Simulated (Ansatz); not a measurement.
# Re (Fm-3m) in Ansatz: a series of runs

Aim: see how the results for Re move with the level of theory and the settings. Levels: exchange-only PBE, HSE06. Tasks: atomic charges, single point.

All numbers are computed with Ansatz 0.2.0; they aren't measurements. Logs are shortened: lines on timing, memory, paths and dates and some standing lists are left out, and cuts for length are marked.

## (1) Starting point

The structure is cubic, space group Fm-3m (No. 225). Conventional cell: a = 3.950 Å, b = 3.950 Å, c = 3.950 Å, α = 90.00°, β = 90.00°, γ = 90.00°. Around Re (site symmetry m-3m) lie 12 Re at 2.79 Å.

This isn't the form of Re at room conditions, which is hcp.

## (2) Atomic charges, exchange-only PBE (volume scaled by 1.08)

The input, input.yaml:

```yaml
crystal:
  lattice: { a: 4.05264299, b: 4.05264299, c: 4.05264299, alpha: 90.0, beta: 90.0, gamma: 90.0 }
  space_group: 225
  reduce_to_primitive: true
  atoms:
    - { symbol: Re, wyckoff: "4a", position: [0.0, 0.0, 0.0] }
hamiltonian:
  xc: { exchange: pbe, correlation: none }
  pseudopotentials: { kind: paw, partial_waves: polarizable }
kpoints:
  mp_grid: { grid: [12, 12, 12] }
scf:
  occupations: { method: cold, width: 0.01 }
output:
  forces: true
  stress: true
  eigenvalues: true
  bader: true
  populations: true
```

Potentials or basis: Ansatz PAW polarizable.

Run with:

```
$ ansatz run input.yaml --threads 1 --pin off --max-ram 2560MiB --backend cpu --events-out ev --progress --plain --runs-dir out
```

The program printed:

```text
Warning: RAYON_NUM_THREADS=1 ignored (pool sized by the plan → 1); use --threads N
crystal.space_group: 225 is read as Fm-3m: the typed cell holds Re4 (Re 4a). Least distances (Å): Re–Re 2.866
Engine: ansatz 0.2.0, aarch64-unknown-linux-gnu
Pseudopotentials: kind: paw
Pseudopotential: Re, paw, valence charge 15, recommended cutoff 420 eV (normal), Re.paw.azcp
Functional definition: unnamed
  exchange = pbe_x
  correlation = 0
Crystal: 1 atoms, lattice volume = 16.640 Å³
Basis set: ecut = 420 eV, 331 PW (Γ), exchange–correlation on 40×40×40 points (8 copies of the dense FFT grid, shifted against one another)
Bands: 12, of which v1, the nominal top of the filled ones, is band 8 counted from 1 (7 counted from 0)
Symmetry: 48 space group operations
Space group: Fm-3m (ITA 225), of the structure as read, at distance tolerance 2.6e-5 Å
k-points: 72 of 1728
Non-local potential: Re, projectors of the file, l = 0: 3, l = 1: 2, l = 2: 2, l = 3: 1
PAW form: soft (Blöchl's): semilocal exchange-correlation on the pseudo side does not see the compensation charge
PAW frozen core: Re, regenerated for the run's functional, and the local potential with it (the file was generated under x = pbe(κ = 0.804, μ = 0.2195149727645171), c = pbe(β = 0.06672455060314922))
PAW one-centre angular grid: Re, 590 points (default); XC on 64 Gauss nodes
Initial density: superposition of atomic densities (neutral atoms: chi_scale 0, normalization atom), corrected by the library's trained network
Initial wavefunctions: pseudopotential atomic-orbital guess
Functional: x = pbe(κ = 0.804, μ = 0.2195149727645171), c = none
Partial waves of Re: polarizable
SCF iter   1: F=—  HF=-10743.068894 eV  |F-HF|=—  |Δ(HF+E_count)|=         —  Δρ=8.68e-3  dr2=5.54e-3  ethr=1.77e-3  ⟨swp⟩=5.7  Hψ=4684  notcnv=0
preconditioner: auto → none  [insulator: Δε(μ)=0.071 eV  Ē_g=10.129 eV  σ=0.010 eV  W_gap=0.93  n_scr=0 (ndim 8)  ℏωp=24.1 eV  f_vac=0.000  D(μ)=2.48/eV (n_scr^D=50)  ε∞_Penn≈6.7]
SCF iter   2: F=—  HF=-10743.069663 eV  |F-HF|=—  |Δ(HF+E_count)|=   7.69e-4  S|Δr|=    0.00e0  Δρ=4.04e-3  dr2=7.35e-4  ethr=3.69e-5  ⟨swp⟩=2.4  Hψ=1852  notcnv=0  defer=38
SCF iter   3: F=—  HF=-10743.070220 eV  |F-HF|=—  |Δ(HF+E_count)|=   5.56e-4  S|Δr|=    0.00e0  Δρ=9.39e-4  dr2=4.94e-5  ethr=4.90e-6  ⟨swp⟩=2.1  Hψ=1366  notcnv=0  defer=38
SCF iter   4: F=—  HF=-10743.070269 eV  |F-HF|=—  |Δ(HF+E_count)|=   4.87e-5  S|Δr|=    0.00e0  Δρ=1.20e-4  dr2=7.94e-7  ethr=3.29e-7  ⟨swp⟩=2.1  Hψ=1251  notcnv=0  defer=38
SCF iter   5: F=-10743.070270 eV  HF=-10743.070270 eV  |F-HF|=4.64e-9  |Δ(HF+E_count)|=   1.98e-6  S|Δr|=    0.00e0  Δρ=1.42e-5  dr2=1.21e-8  ethr=6.67e-10  ⟨swp⟩=6.9  Hψ=4230  notcnv=0
SCF 1 converged in 5 iterations: F = -10743.070270 eV  dr2 = 1.21e-8
SCF converged after 5 iterations
Stability not checked: this state was not tested for a lower state beside it, because cold or Methfessel-Paxton smearing, or corrected tetrahedra, fill the levels in a way that the test cannot read (fill_not_monotonic; see scf.lower_state_search)
Free energy (F): -10743.070270 eV
Harris-Foulkes:  -10743.070270 eV  (|F-HF|=4.64e-9)
Internal energy: -10743.070344 eV  (E = F + TS)
E sigma→0 (E₀):  -10743.070295 eV
Entropy (-TS):   0.000073 eV (0.073 meV/atom)
Fermi energy:    22.644292 eV
--- Per-component energies (eV) ---
  E_band       = -91.074541
  E_kinetic    = 534.546497
  E_local      = -858.835872  (includes V_loc(G=0)·N_el)
  E_nonlocal   = 47.545312
  E_hartree    = 301.380692
  E_xc         = -373.255640
  E_vxc        = -277.503529  (∫ρ·V_xc dr)
  E_paw        = -8562.116562  (= ΣΔE_a)
  E_vpaw       = -139.588533  (= ΣTr[D̂ρ^β])
  E_aug_tail   = -0.000067  (compensation charges beyond the density's cutoff)
  E_ewald      = -1832.703674
  E_core_change = 0.368971  (= ΣΔE_core)
  E_smearing   = 0.000073  (= −TS)
  E_closure    = 0.000000  (closes the sum)
  Σ components = -10743.070270   (vs F -10743.070270, Δ=0.00e0)
--- Forces (eV/Å), atoms counted from 1 ---
  atom   1  Re    -0.00000000     0.00000000    -0.00000000
  max |Σ_I F_I| component: 1.64e-32 eV/Å
--- Stress (GPa, compression-positive) ---
       -2.968878      -0.000000      -0.000000
       -0.000000      -2.968878      -0.000000
       -0.000000      -0.000000      -2.968878
  P = ⅓ Tr σ = -2.9689 GPa (-29.689 kbar)
--- Band table (eV; the first three rows and the last of 72) ---
  k-point 0: bands = ["-57.2862", "-18.7621", "-18.7621", "-18.7621", "13.5313", "21.0868", "21.0868", "21.0868", "23.7355", "23.7355", "35.8608", "40.7912"]
  k-point 1: bands = ["-57.2817", "-18.8183", "-18.7697", "-18.7697", "13.8139", "20.9121", "21.2110", "21.2110", "23.6463", "23.6463", "36.3776", "39.6471"]
  k-point 2: bands = ["-57.2695", "-18.9698", "-18.7902", "-18.7902", "14.5950", "20.5426", "21.4607", "21.4607", "23.5529", "23.5529", "37.3270", "38.1092"]
  k-point 71: bands = ["-57.1970", "-19.2912", "-19.2912", "-19.0664", "18.5473", "19.9405", "19.9405", "22.8848", "26.4669", "31.2938", "32.2315", "32.2315"]
--- Löwdin populations: 1 site ---
  site symbol       q [e]
     0     Re     14.8279
  spilling = 0.011473 (of n_electrons = 15.000000)
--- Bader charges: 1 site ---
  site symbol  charge [e]  shift [e]
     0     Re      0.0000     0.0000
  estimated error of the sums over rays = 8.1e-7 e
```

bader_charges.tsv:

```text
# site	symbol	x_ang	y_ang	z_ang	partial_charge_e	electrons	volume_ang3	relative_density_drop	shared_charge_e	partial_wave_shift_e
# quadrature_error_electrons = 8.1e-7
0	Re	0.0000	0.0000	0.0000	0.00000	75.00000	16.64	-	0.00000	0.00000
```

Run time: 3.1 s. Hardware: 1 thread of Arm Neoverse V2, shared host; peak memory 0.3 GiB.

Results:

```yaml
Free_energy: -10743.0703 eV
Pressure: -3.0 GPa
Band_gap_on_the_k_mesh: none (metal or under the smearing width)
```

Caveat: the PAW data sets come from PBE, with cores solved anew for the run's functional, which leaves a small shift of forces and pressure.

## (3) Single point, HSE06

The input, input.yaml:

```yaml
crystal:
  lattice: { a: 3.95, b: 3.95, c: 3.95, alpha: 90.0, beta: 90.0, gamma: 90.0 }
  space_group: 225
  reduce_to_primitive: true
  atoms:
    - { symbol: Re, wyckoff: "4a", position: [0.0, 0.0, 0.0] }
hamiltonian:
  xc: hse06
  pseudopotentials: { kind: nc }
kpoints:
  mp_grid: { grid: [8, 8, 8] }
scf:
  occupations: { method: methfessel_paxton, width: 0.025 }
output:
  forces: true
  stress: true
  eigenvalues: true
```

Potentials or basis: Ansatz NC.

Run with:

```
$ ansatz run input.yaml --threads 1 --pin off --max-ram 2560MiB --backend cpu --events-out ev --progress --plain --runs-dir out
```

Run time: 17 s. Hardware: 1 thread of Arm Neoverse V2, shared host; peak memory 0.69 GiB.

Results (log left out):

| Item | Value |
| --- | --- |
| Free energy | -2304.7757 eV |
| Pressure | -16.8 GPa |
| Band gap on the k mesh | none (metal or under the smearing width) |

Levels at points of the mesh, in eV from the Fermi level:
| k point | band 4 | band 5 | band 6 | band 7 | band 8 | band 9 | band 10 | band 11 | band 12 |
| --- | --- | --- | --- | --- | --- | --- | --- | --- | --- |
| (0.00, 0.00, 0.00) | -43.77 | -11.27 | -2.30 | -2.30 | -2.30 | 1.58 | 1.58 | 13.50 | 19.19 |
| (0.00, 0.00, -0.50) | -43.94 | -7.72 | -2.48 | -2.48 | -0.34 | 4.15 | 4.15 | 10.28 | 13.18 |
| (0.00, -0.50, -0.50) | -44.23 | -7.52 | -6.70 | 2.43 | 4.21 | 4.84 | 4.84 | 12.36 | 12.36 |

Caveat: so large a pressure means that the cell lies far from this level's equilibrium, or that cutoff or potentials fall short; the potentials were made for another functional, which shifts forces and pressure; the thresholds are loose for stress.

## (4) The reference run

An earlier run on the cell as given: functional PBE; potentials or basis Ansatz PAW; cutoff 420 eV (not typed: the program's choice for these potentials); k mesh 12 × 12 × 12; occupations fermi-dirac, width 0.05 eV; no spin polarisation.

* Pressure: -9.0 GPa
* Band gap on the k mesh: none (metal or under the smearing width)

## (5) Summary

```tsv
task	level	potentials or basis	cell	k mesh	cutoff (eV)	smearing	gap on the mesh (eV)	pressure (GPa)
atomic charges	exchange-only PBE	Ansatz PAW polarizable	volume scaled by 1.08	12 × 12 × 12	420	cold 0.01 eV	none	-3.0
single point	HSE06	Ansatz NC	as given	8 × 8 × 8	980	methfessel-paxton 0.025 eV	none	-16.8
single point	PBE	Ansatz PAW	as given	12 × 12 × 12	420	fermi-dirac 0.05 eV	none	-9.0
```

Alike in all rows: no spin polarisation.

Caveats: the PAW data sets come from PBE, with cores solved anew for the run's functional, which leaves a small shift of forces and pressure (some runs); so large a pressure means that the cell lies far from this level's equilibrium, or that cutoff or potentials fall short (some runs); the potentials were made for another functional, which shifts forces and pressure (some runs); the thresholds are loose for stress (some runs).

Total energies depend on the potentials used, so only differences within one code and one set of settings carry meaning.
